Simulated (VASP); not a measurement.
Cd: single point with PBEsol

The system is Cd.

```xyz
1
Lattice="-1.7479 1.7479 1.7479 1.7479 -1.7479 1.7479 1.7479 1.7479 -1.7479" Properties=species:S:1:pos:R:3 pbc="T T T"
Cd    0.0000    0.0000    0.0000
```

This isn't the form of Cd at room conditions, which is hcp.

The cell isn't the ideal one: volume scaled by 0.94.

```yaml
Program: VASP 6.6.1
Task: single point
Functional: PBEsol
Potentials_or_basis: VASP PAW PBE potentials, release 64 (Cd)
Cutoff: 520 eV
k_mesh: 10 × 10 × 10
Occupations: fermi-dirac, width 0.05 eV
Spin: collinear spin, typed start
Starting_moments: "[1.0] μB"
Fixed_moment: 1 μB
Dipole_correction: no
Further_INCAR_settings: ALGO = Normal; EDIFF = 1e-07; NBANDS = 16
```

The pressure is 9.5 GPa. The net moment is 1.00 μB per cell. The site moments are Cd +0.45 μB and the valence electrons inside the program's atomic spheres are Cd 10.33.

It took 17 s on 1 thread of Intel(R) Xeon(R) Platinum 8488C (Sapphire Rapids) (shared host), peak memory 0.15 GiB.

Caveat: the PAW data sets were made with another functional, which shifts forces and pressure a little; the total moment is fixed, so each spin has its own Fermi level.
